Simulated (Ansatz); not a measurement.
**AlAs: holes, doping and thermopower**

Plane-wave DFT in Ansatz, PBEsol, scalar-relativistic PAW potentials, cutoff 420 eV, no spin-orbit coupling; no spin polarisation. AlAs in space group F-43m. Boltzmann transport at 300 K in rigid bands with one relaxation time, bands interpolated from the k mesh 8×8×8; values are means over x, y, z.

| holes (cm⁻³) | size of S (μV/K) | σ/τ (Ω⁻¹ m⁻¹ s⁻¹) |
| --- | --- | --- |
| 10^18 | 580.0 | 5.51e+16 |
| 10^19 | ? | 5.51e+17 |
| 10^20 | 192.5 | 5.45e+18 |
| 10^21 | 55.0 | 5.04e+19 |

Take the lowest doping as non-degenerate: get the effective density of states and the masses, and predict the missing S.

For parabolic bands and one τ, |S| = (k_B/e)(5/2 − η) with k_B/e = 86.17 μV/K and n = N e^η. The first row gives η = -4.23, N = 6.88×10¹⁹ cm⁻³ and, from N = 2.509×10¹⁹ cm⁻³ × m_d^(3/2), a density-of-states mass of 1.96 mₑ (all valleys and bands together). σ/τ = ne²/m_c gives a conductivity mass of 0.51 mₑ; m_d is 3.8 times m_c, the sign of several valleys, several bands or anisotropy. A decade of doping costs (k_B/e) ln 10 = 198.4 μV/K, which predicts 382 μV/K; the run gave 382.4. There η is about -1.9, where Fermi statistics begin to count, but their first corrections to η and to the mean carrier energy nearly cancel, so the rule still holds. At 10^21 cm⁻³ the rule would give -15 μV/K against 55.0: the gas is degenerate there. Scattering that depends on energy changes the 5/2, and whether such doping can be reached wasn't computed. Without spin-orbit coupling the split-off band stays at the valence top, so the holes' m_d comes out too large.

Cost: about 3.2 core-minutes for the runs cited, on AMD EPYC 7R43 (Zen 3) (shared hosts).

The fall in thermopower with doping follows from the Fermi level moving towards and then into the valence band, which lowers the mean energy each hole carries relative to it. Of the possible reasons for the large ratio of m_d to m_c, several valleys can be set aside, since the valence top of AlAs lies at Γ. Degeneracy of the As p-like bands contributes, but isotropic parabolic bands, whether equal or unequal in mass, couldn't reach 3.8. This points to strong warping, with heavy directions supplying states and light ones carrying current, probably helped by some non-parabolicity. The slightly less than proportional rise of σ/τ at the highest doping also suggests that the bands depart from parabolic form away from the edge.

Among the tabulated dopings, S²σ/τ is largest at 10^20 cm⁻³, where the gain in carriers still outweighs the loss in S. That needn't be the optimum for the real power factor, because ionised-impurity scattering would shorten τ as doping rises.
